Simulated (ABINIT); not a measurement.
CuI (Marshite):

```
I Cu
1.0
     0.00000    3.03150    3.03150
     3.03150    0.00000    3.03150
     3.03150    3.03150    0.00000
I Cu
1 1
Direct
  0.00000 0.00000 0.00000
  0.75000 0.75000 0.75000
```

Base run:

* Program: ABINIT 10.8.3 (patched build)
* Functional: BP86
* Potentials or basis: JTH PAW PBE v2.0
* Cutoff: 707 eV
* k mesh: 8 × 8 × 8
* Occupations: fermi-dirac, width 0.05 eV
* Spin: no spin polarisation

Its results: band gap on the k mesh 1.09 eV, direct; pressure 1.0 GPa.

The run is repeated on the same cell with these changes: functional from BP86 to revPBE. What comes out?

Band gap on the k mesh 1.21 eV, direct; pressure 2.2 GPa.

Caveats: the PAW data sets were made with another functional, which shifts forces and pressure a little; spin-orbit coupling is left out, which moves the levels of the heavy elements.

Not every run made on this cell is shown here.
